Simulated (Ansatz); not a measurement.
Clean, relaxed (100) surface of W, space group Im-3m (No. 229) (top face towards +c; held atoms: 1, 2, 3, 4, 5, 6, 7, 8):

```xyz
16
Lattice="6.3187 0.0000 0.0000 0.0000 6.3187 0.0000 0.0000 0.0000 20.7391" Properties=species:S:1:pos:R:3 pbc="T T T"
W     1.5797    4.7391    8.0000
W     1.5797    1.5797    8.0000
W     4.7391    4.7391    8.0000
W     4.7391    1.5797    8.0000
W     3.1594    3.1594    9.5797
W     3.1594    0.0000    9.5797
W     0.0000    3.1594    9.5797
W     0.0000    0.0000    9.5797
W     4.7391    1.5797   11.2354
W     4.7391    4.7391   11.2354
W     1.5797    1.5797   11.2354
W     1.5797    4.7391   11.2354
W     0.0000    0.0000   12.6536
W     0.0000    3.1594   12.6536
W     3.1594    0.0000   12.6536
W     3.1594    3.1594   12.6536
```

The calculation used DFT PBE+D3(BJ), scalar-relativistic, plane waves, PAW (Ansatz). Cutoff 420 eV; k points 3×3×1 on the computed 26-atom cell (Γ-centred); Gaussian smearing, width 0.10 eV; no spin polarisation. A dipole correction removes the field between periodic images along c.

(CH3)2NH is put on the top face, one molecule per 39.9 Å², and relaxed from 2 starts; the cell is lengthened along c to keep the vacuum. E_ads is per molecule, from the clean relaxed slab and the free relaxed molecule; negative means bound; no zero-point or thermal terms, forces under 0.04 eV/Å, and the free molecule is spin-polarised where open-shell. Heights count from the highest slab atom. Δp counts per cell along +c.

| start | E_ads (eV) | molecule | lowest atom's height (Å) | shortest contact | Δφ top (eV) | Δp (e·Å) |
| --- | --- | --- | --- | --- | --- | --- |
| upright, lowest atom H over a hollow over W site | -0.94 | whole | 1.68 | H–W 2.20 Å | -0.71 | +0.158 |
| flat, lowest atom N over a bridge W-W site | -1.89 | whole | 2.08 | N–W 2.26 Å | -1.42 | +0.322 |

Each end is the local minimum that its start leads to.